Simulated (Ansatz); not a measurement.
What strain does to SiC (zincblende)

SiC (zincblende), relaxed with r2SCAN in Ansatz. Space group F-43m (No. 216), cubic; a = 4.356 Å in the conventional setting, 10.33 Å³ an atom. Si is surrounded by 4 C at 1.89 Å; C is surrounded by 4 Si at 1.89 Å.

The axes x, y and z are those of this cell:
```yaml
crystal:
  lattice:
    - [0.00000, 2.17805, 2.17805]
    - [2.17805, 0.00000, 2.17805]
    - [2.17805, 2.17805, 0.00000]
  atoms:
    - { symbol: Si, position: [0.00000, 0.00000, 0.00000] }
    - { symbol: C, position: [0.25000, 0.25000, 0.25000] }
```

Unstrained: PBE gives an indirect gap of 1.358 eV, from Γ to X; the least direct gap is 4.547 eV at X. The r2SCAN gap is indirect, 1.713 eV (Γ to X), below the direct gap of 5.048 eV at X. With HSE06 the valence top lies at Γ and the conduction bottom at X, 2.227 eV higher; the smallest vertical gap, at X, is 5.720 eV. Meshes: PBE 10×10×10, r2SCAN 10×10×10, HSE06 8×8×8. Strains are changes of length per length. After each strain the atoms were relaxed again with r2SCAN within the symmetry that the strain leaves, so tilts or polar shifts that break it weren't tested; points keep the names that they have in the unstrained zone. The values are computed, spin-unpolarised, and not measurements.

Changes of the least gap in eV (an overlap counts as a negative gap):

| strain | volume change (%) | space group | PBE | r2SCAN | HSE06 | G0W0@PBE (mesh) | energy rise, r2SCAN (meV/atom) |
| --- | --- | --- | --- | --- | --- | --- | --- |
| epitaxial -4.0 % in the xy plane, free normal strain +2.49 % | -5.5 | I-4m2 | -0.421 | -0.420 | -0.419 | -0.40 | 51.8 |
| epitaxial -3.0 % in the xy plane, free normal strain +1.89 % | -4.1 | I-4m2 | -0.308 | -0.307 | -0.306 | -0.30 | 28.6 |
| epitaxial -2.0 % in the xy plane, free normal strain +1.28 % | -2.7 | I-4m2 | -0.203 | -0.202 | -0.201 | -0.19 | 12.5 |
| epitaxial -1.0 % in the xy plane, free normal strain +0.65 % | -1.4 | I-4m2 | -0.100 | -0.101 | -0.100 | -0.10 | 3.1 |
| epitaxial +1.0 % in the xy plane, free normal strain -0.65 % | +1.4 | I-4m2 | -0.157 | -0.167 | -0.168 | -0.17 | 2.9 |
| epitaxial +2.0 % in the xy plane, free normal strain -1.32 % | +2.7 | I-4m2 | -0.308 | -0.327 | -0.329 | -0.33 | 11.4 |
| epitaxial +3.0 % in the xy plane, free normal strain -2.00 % | +4.0 | I-4m2 | -0.451 | -0.480 | -0.483 | -0.49 | 25.1 |
| epitaxial +4.0 % in the xy plane, free normal strain -2.70 % | +5.2 | I-4m2 | -0.587 | -0.624 | -0.630 | -0.64 | 43.8 |

Unstrained, G0W0@PBE with 86 empty bands, a screening cutoff of 150 eV and a 6×6×6 mesh gives 2.17 eV on its mesh; the band count follows the volume. No extrapolation in bands, cutoff or mesh was made for G0W0.

Epitaxial -4.0 % in the xy plane, free normal strain +2.49 %. HSE06: the gap goes from 2.227 to 1.808 eV (-0.419 eV); the X points, equivalent before, split by 644 meV, and the conduction bottom lies at those like (0, 1/2, 1/2); the edges go from Γ → X to Γ–K (0.19) → X; with r2SCAN the top three valence levels at Γ, degenerate before, become 2+1 from the top over 524 meV. Stress change with r2SCAN, compression positive: xx +21.22, yy +21.22, zz -0.05 GPa.

Epitaxial -3.0 % in the xy plane, free normal strain +1.89 %. HSE06: the gap goes from 2.227 to 1.921 eV (-0.306 eV); the X points, equivalent before, split by 479 meV, and the conduction bottom lies at those like (0, 1/2, 1/2); the edges go from Γ → X to Γ–K (0.15) → X; with r2SCAN the top three valence levels at Γ, degenerate before, become 2+1 from the top over 381 meV. Stress change with r2SCAN, compression positive: xx +15.35, yy +15.35, zz -0.04 GPa.

Epitaxial -2.0 % in the xy plane, free normal strain +1.28 %. HSE06: the gap goes from 2.227 to 2.026 eV (-0.201 eV); the X points, equivalent before, split by 317 meV, and the conduction bottom lies at those like (0, 1/2, 1/2); with r2SCAN the top three valence levels at Γ, degenerate before, become 2+1 from the top over 247 meV. Stress change with r2SCAN, compression positive: xx +9.87, yy +9.87, zz -0.04 GPa.

Epitaxial -1.0 % in the xy plane, free normal strain +0.65 %. HSE06: the gap goes from 2.227 to 2.127 eV (-0.100 eV); the X points, equivalent before, split by 157 meV, and the conduction bottom lies at those like (0, 1/2, 1/2); with r2SCAN the top three valence levels at Γ, degenerate before, become 2+1 from the top over 120 meV. Stress change with r2SCAN, compression positive: xx +4.76, yy +4.76, zz -0.04 GPa.

Epitaxial +1.0 % in the xy plane, free normal strain -0.65 %. HSE06: the gap goes from 2.227 to 2.059 eV (-0.168 eV); with r2SCAN the top three valence levels at Γ, degenerate before, become 1+2 from the top over 113 meV. Stress change with r2SCAN, compression positive: xx -4.47, yy -4.47, zz -0.04 GPa.

Epitaxial +2.0 % in the xy plane, free normal strain -1.32 %. HSE06: the gap goes from 2.227 to 1.898 eV (-0.329 eV); with r2SCAN the top three valence levels at Γ, degenerate before, become 1+2 from the top over 220 meV. Stress change with r2SCAN, compression positive: xx -8.63, yy -8.63, zz -0.04 GPa.

Epitaxial +3.0 % in the xy plane, free normal strain -2.00 %. HSE06: the gap goes from 2.227 to 1.744 eV (-0.483 eV); with r2SCAN the top three valence levels at Γ, degenerate before, become 1+2 from the top over 321 meV. Stress change with r2SCAN, compression positive: xx -12.52, yy -12.52, zz -0.04 GPa.

Epitaxial +4.0 % in the xy plane, free normal strain -2.70 %. HSE06: the gap goes from 2.227 to 1.597 eV (-0.630 eV); with r2SCAN the top three valence levels at Γ, degenerate before, become 1+2 from the top over 418 meV. Stress change with r2SCAN, compression positive: xx -16.16, yy -16.16, zz -0.04 GPa.

Where an edge lies off the special points, it is a point of the mesh or the k point where a search put PBE's edge or least direct gap, reused for the other functionals, whose own edges may lie a little apart.

The meshes of the hybrids are coarse, so their gaps aren't converged to the digits shown.

The splittings at Γ are without spin-orbit coupling, which regroups them where it is of like size or larger.
